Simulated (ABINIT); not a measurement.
# BeTe (F-43m) in ABINIT: notebook, part 2 of 2

ABINIT 10.8.3 (patched build). The steps go on from the part before.

## Step 4: Band structure, LDA

run.abi reads:

```
# Datasets: ground state, then fixed potential
ndtset 2

# Pseudopotentials
pp_dirpath "./"
pseudos "Te.hgh, Be.hgh"

# Structure
acell 3*1.0
rprim
     0.0000000000     5.2345413652     5.2345413652
     5.2345413652     0.0000000000     5.2345413652
     5.2345413652     5.2345413652     0.0000000000
ntypat 2
znucl 52 4
natom 2
typat 1 2
xred
     0.7500000000     0.7500000000     0.7500000000
     0.0000000000     0.0000000000     0.0000000000

# Plane-wave basis
ecut 16.0

# Exchange and correlation
ixc 7

# Bands and occupations
occopt 3
tsmear 0.05 eV

# SCF cycle
nstep 100

# Output
iomode 3
prtwf 0
prteig 0
prtebands 0
enunit 1
prtden1 1

# Dataset 1
kptopt1 1
ngkpt1 8 8 8
nshiftk1 1
shiftk1 0.0 0.0 0.0
nband1 8
tolvrs1 1.0e-10

# Dataset 2: bands along G-X-W-K-G-L-U-W-L-K
iscf2 -2
getden2 1
nband2 12
nbdbuf2 2
tolwfr2 1.0e-12
kptopt2 -9
ndivsm2 6
prteig2 1
kptbounds2
     0.0000000000     0.0000000000     0.0000000000
     0.5000000000     0.0000000000     0.5000000000
     0.5000000000     0.2500000000     0.7500000000
     0.3750000000     0.3750000000     0.7500000000
     0.0000000000     0.0000000000     0.0000000000
     0.5000000000     0.5000000000     0.5000000000
     0.6250000000     0.2500000000     0.6250000000
     0.5000000000     0.2500000000     0.7500000000
     0.5000000000     0.5000000000     0.5000000000
     0.3750000000     0.3750000000     0.7500000000
```

Potentials or basis: HGH LDA.

Run with:

```bash
$ abinit run.abi > log 2>&1
```

run.abo:

```text
.Version 10.8.3 of ABINIT
 DATASET    1 : space group F-4 3 m (#216); Bravais cF (face-center cubic)
================================================================================
 Values of the parameters that define the memory need for DATASET  1.
     intxc =       0    ionmov =       0      iscf =       7    lmnmax =       6
     lnmax =       6     mgfft =      30  mpssoang =       3    mqgrid =    3001
     natom =       2  nloc_mem =       1    nspden =       1   nspinor =       1
    nsppol =       1      nsym =      24    n1xccc =       0    ntypat =       2
    occopt =       3   xclevel =       1
       mpw =         893          nfft =       27000          nkpt =          29
================================================================================
================================================================================

 DATASET    2 : space group F-4 3 m (#216); Bravais cF (face-center cubic)
================================================================================
 Values of the parameters that define the memory need for DATASET  2.
     intxc =       0    ionmov =       0      iscf =      -2    lmnmax =       6
     lnmax =       6     mgfft =      30  mpssoang =       3    mqgrid =    3001
     natom =       2  nloc_mem =       1    nspden =       1   nspinor =       1
    nsppol =       1      nsym =      24    n1xccc =       0    ntypat =       2
    occopt =       3   xclevel =       1
       mpw =         899          nfft =       27000          nkpt =         103
================================================================================
[... 1130 lines left out ...]
  -8.86966   -3.28120   -1.19710    0.18052    5.25668    8.22988    8.39653    9.49878
  11.55280   12.84623   14.69190   16.09903
 kpt# 100, nband= 12, wtk=  1.00000, kpt=  0.4125  0.4125  0.6750 (reduced coord)
  -8.79474   -3.12477   -1.59098    0.03069    5.07262    8.79641    8.90038    9.03525
  11.44370   12.69819   15.26945   16.33542
 kpt# 101, nband= 12, wtk=  1.00000, kpt=  0.4000  0.4000  0.7000 (reduced coord)
  -8.72560   -2.97157   -1.91323   -0.10565    4.90817    8.39028    9.40042    9.54706
  11.33786   12.62750   15.74009   16.69199
 kpt# 102, nband= 12, wtk=  1.00000, kpt=  0.3875  0.3875  0.7250 (reduced coord)
  -8.67042   -2.86840   -2.10448   -0.22339    4.76922    7.86968    9.85041   10.15373
  11.27394   12.67322   15.93271   17.21684
 kpt# 103, nband= 12, wtk=  1.00000, kpt=  0.3750  0.3750  0.7500 (reduced coord)
  -8.63824   -2.87656   -2.09280   -0.31873    4.65844    7.37745   10.19306   10.56252
  11.40873   12.88441   15.92403   17.59349

== END DATASET(S) ==============================================================
================================================================================

 -outvars: echo values of variables after computation  --------
            acell      1.0000000000E+00  1.0000000000E+00  1.0000000000E+00 Bohr
           etotal1    -9.4153854021E+00
            fcart1    -0.0000000000E+00 -0.0000000000E+00 -0.0000000000E+00
                      -0.0000000000E+00 -0.0000000000E+00 -0.0000000000E+00
            rprim      0.0000000000E+00  5.2345413652E+00  5.2345413652E+00
                       5.2345413652E+00  0.0000000000E+00  5.2345413652E+00
                       5.2345413652E+00  5.2345413652E+00  0.0000000000E+00
           strten1     1.1831939607E-05  1.1831939607E-05  1.1831939607E-05
                       0.0000000000E+00  0.0000000000E+00  0.0000000000E+00
           xangst      4.1549999972E+00  4.1549999972E+00  4.1549999972E+00
                       0.0000000000E+00  0.0000000000E+00  0.0000000000E+00
             xred      7.5000000000E-01  7.5000000000E-01  7.5000000000E-01
                       0.0000000000E+00  0.0000000000E+00  0.0000000000E+00
 Calculation completed.
```

It took 22 s on 1 thread of Arm Neoverse V1, shared host; peak memory 0.1 GiB.

What came out:

```
Free energy                                           : -256.2057 eV
Band gap on the k mesh                                : 1.80 eV, indirect (least direct gap 3.62 eV)
Valence electrons inside the program's atomic spheres : Te 2.28; Be 1.06
```

Levels at the corners of the path, in eV from the valence-band top:
```csv
point,band 1,band 2,band 3,band 4,band 5,band 6,band 7,band 8
Γ,-12.63,0.00,0.00,0.00,3.62,3.62,3.62,4.14
X,-10.65,-5.30,-2.79,-2.79,1.80,2.63,10.07,10.07
W,-10.61,-4.70,-3.93,-3.42,5.28,5.54,5.74,6.51
K,-10.67,-4.91,-4.13,-2.35,2.62,5.34,8.16,8.53
Γ,-12.63,0.00,0.00,0.00,3.62,3.62,3.62,4.14
L,-11.18,-5.80,-1.19,-1.19,3.25,4.60,4.60,7.94
U,-10.67,-4.91,-4.13,-2.35,2.62,5.34,8.16,8.53
W,-10.61,-4.70,-3.93,-3.42,5.28,5.54,5.74,6.51
L,-11.18,-5.80,-1.19,-1.19,3.25,4.60,4.60,7.94
K,-10.67,-4.91,-4.13,-2.35,2.62,5.34,8.16,8.53
```

Caveat: the cutoff is too short for stress, so the log's stress isn't used; spin-orbit coupling is left out, which moves the levels of the heavy elements; HGH potentials are hard and often keep d shells in the core, so these values are rough. A hybrid or GW would open this gap; LDA tends to underestimate it.

## Step 5: Equation of state, BLYP+D3

run.abi reads:

```
# Datasets: one volume each
ndtset 7
getwfk -1
scalecart1 3*0.9795861087
scalecart2 3*0.9864848297
scalecart3 3*0.9932883884
scalecart4 3*1.0000000000
scalecart5 3*1.0066227096
scalecart6 3*1.0131594038
scalecart7 3*1.0196128224

# Pseudopotentials
pp_dirpath "./"
pseudos "Te.GGA_PBE-JTH.xml, Be.GGA_PBE-JTH.xml"

# Structure
acell 7.4027593915 7.4027593915 7.4027593915
rprim
     0.0000000000     0.7071067812     0.7071067812
     0.7071067812     0.0000000000     0.7071067812
     0.7071067812     0.7071067812     0.0000000000
ntypat 2
znucl 52 4
natom 2
typat 1 2
xred
     0.7500000000     0.7500000000     0.7500000000
     0.0000000000     0.0000000000     0.0000000000

# Plane-wave basis
ecut 15.0
pawecutdg 30.0

# k points
kptopt 1
ngkpt 8 8 8
nshiftk 1
shiftk 0.0 0.0 0.0

# Exchange and correlation
ixc -106131
vdw_xc 6

# Bands and occupations
nband 9
occopt 3
tsmear 0.00183747

# SCF cycle
nstep 100
tolvrs 1.0e-9

# Output
iomode 3
prtwf 1
prtden 0
prteig 0
prtebands 0
enunit 2
```

Potentials or basis: JTH PAW PBE v2.0.

Run with:

```bash
$ abinit run.abi > log 2>&1
```

Run time: 54 s. Hardware: 1 thread of Arm Neoverse V1, shared host; peak memory 0.13 GiB.

Results (log left out):

```
Equilibrium volume : 22.90 Å³/atom (rough: see the caveat)
Bulk modulus       : 50 GPa (rough)
```

Energy against volume, from the lowest point:
```csv
volume (Å³/atom),energy (meV/atom)
19.979,73.29
20.404,51.40
20.829,33.45
21.254,20.20
21.679,10.14
22.104,3.75
22.529,0.00
```

Caveat: the cutoff is too short for stress, so the log's stress isn't used; pressures at fixed basis lie under the slope of the energies; the minimum lies outside the volumes run; the PAW data sets were made with another functional, which shifts forces and pressure a little. The run has no spin-orbit coupling, so splittings on Te are missing.

## Step 6: Equation of state, BLYP+D3(BJ)

Edit run.abi of step 5 so:

```diff
@@ -16,7 +16,7 @@
 # Structure
-acell 7.4027593915 7.4027593915 7.4027593915
+acell 3*1.0 Angstrom
 rprim
-     0.0000000000     0.7071067812     0.7071067812
-     0.7071067812     0.0000000000     0.7071067812
-     0.7071067812     0.7071067812     0.0000000000
+     0.0000000000     2.7700000000     2.7700000000
+     2.7700000000     0.0000000000     2.7700000000
+     2.7700000000     2.7700000000     0.0000000000
 ntypat 2
@@ -41,3 +41,3 @@
 ixc -106131
-vdw_xc 6
+vdw_xc 7
 
@@ -46,3 +46,3 @@
 occopt 3
-tsmear 0.00183747
+tsmear 0.05 eV
```

Potentials or basis: JTH PAW PBE v2.0.

Run with:

```bash
$ abinit run.abi > log 2>&1
```

Run time: 53 s. Hardware: 1 thread of Arm Neoverse V1, shared host; peak memory 0.13 GiB.

It converged, with:

```yaml
Equilibrium_volume: 21.55 Å³/atom
Bulk_modulus: 63 GPa
Pressure_derivative_of_the_bulk_modulus: "4.6 (rough: it moves with the points fitted)"
```

Energy against volume, from the lowest point:
| volume (Å³/atom) | energy (meV/atom) |
| --- | --- |
| 19.979 | 25.63 |
| 20.404 | 13.25 |
| 20.829 | 4.73 |
| 21.254 | 0.83 |
| 21.679 | 0.00 |
| 22.104 | 2.74 |
| 22.529 | 7.98 |

Caveat: the cutoff is too short for stress, so the log's stress isn't used; pressures at fixed basis lie under the slope of the energies; the PAW data sets were made with another functional, which shifts forces and pressure a little.
